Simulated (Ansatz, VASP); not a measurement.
Two plane-wave programs on MgO

Contents of POSCAR:

```
MgO
1.0
    0.0000000000      2.1268522620      2.1268522620
    2.1268522620      0.0000000000      2.1268522620
    2.1268522620      2.1268522620      0.0000000000
Mg O
1 1
Direct
    0.0000000000      0.0000000000      0.0000000000
    0.5000000000      0.5000000000      0.5000000000
```

Contents of INCAR.step1:

```
ALGO     = Normal         # electronic algorithm
EDIFF    = 1E-4           # SCF threshold, eV
ENCUT    = 520            # plane-wave cutoff, eV
GGA      = PE             # functional
ISMEAR   = 0              # smearing method
LASPH    = True           # aspherical terms in the spheres
LCHARG   = False          # write CHGCAR
LREAL    = False          # projectors in reciprocal space
LWAVE    = True           # write WAVECAR
NBANDS   = 11             # bands
NELM     = 60             # most SCF steps
PREC     = Accurate       # precision mode
SIGMA    = 0.02           # smearing width, eV
```

Contents of INCAR.step2:

```
ALGO     = Normal         # electronic algorithm
EDIFF    = 1E-6           # SCF threshold, eV
ENCUT    = 520            # plane-wave cutoff, eV
ISIF     = 2              # what is computed and relaxed
ISMEAR   = 0              # smearing method
ISTART   = 1            
LASPH    = True           # aspherical terms in the spheres
LCHARG   = False          # write CHGCAR
LMIXTAU  = True         
LREAL    = False          # projectors in reciprocal space
LWAVE    = False          # write WAVECAR
METAGGA  = R2SCAN         # meta-GGA
NBANDS   = 11             # bands
NELM     = 60             # most SCF steps
PREC     = Accurate       # precision mode
SIGMA    = 0.02           # smearing width, eV
```

KPOINTS

```
k-points
0
Gamma
  10 10 10
```

Input for Ansatz:

```yaml
crystal:
  lattice:
    - [0.0, 2.1268522619, 2.1268522619]
    - [2.1268522619, 0.0, 2.1268522619]
    - [2.1268522619, 2.1268522619, 0.0]
  atoms:
    - { symbol: Mg, position: [0.0, 0.0, 0.0] }
    - { symbol: O, position: [0.5, 0.5, 0.5] }
basis:
  ecutwfc: 500
kpoints:
  mp_grid: { grid: [10, 10, 10] }
  band_path:
    path:
      - [[0.0, 0.0, 0.0], [0.5, 0.0, 0.5], [0.625, 0.25, 0.625]]
      - [[0.375, 0.375, 0.75], [0.0, 0.0, 0.0], [0.5, 0.5, 0.5], [0.5, 0.25, 0.75], [0.5, 0.0, 0.5]]
    npoints: 14
hamiltonian:
  xc: r2scan
scf:
  occupations: { method: gaussian, width: 0.02 }
  n_extra_bands: 6
output:
  forces: true
  stress: true
  eigenvalues: true
  populations: true
  dos: { projected: true, de: 0.02, nscf_kmesh: { grid: [15, 15, 15] } }
  bader: true
  write_density: true
  write_potential: true
  elf: true
  volumetric_format: npy
```

Alike in both runs: task single point; functional r2SCAN; k mesh 10 × 10 × 10; occupations gaussian, width 0.02 eV; no spin polarisation.

|  | VASP | Ansatz |
| --- | --- | --- |
| version | VASP 6.6.1 | Ansatz 0.2.0 |
| potentials or method | VASP PAW PBE potentials, release 64 (Mg, O) | scalar-relativistic, plane waves, PAW |
| plane-wave cutoff (eV) | 520 | 500 |
| valence electrons in the cell | 8 | 16 |

```csv
,VASP,Ansatz,Ansatz less VASP
gap on the k mesh at the Fermi level (eV),5.31,5.34,+0.025
least direct gap on the mesh (eV),5.31,5.34,+0.025
pressure (GPa),-6.6,-5.4,+1.13
```

The two sets of potentials don't hold the same shells in valence.

Caveats: the PAW data sets were made with another functional, which shifts forces and pressure a little (VASP).
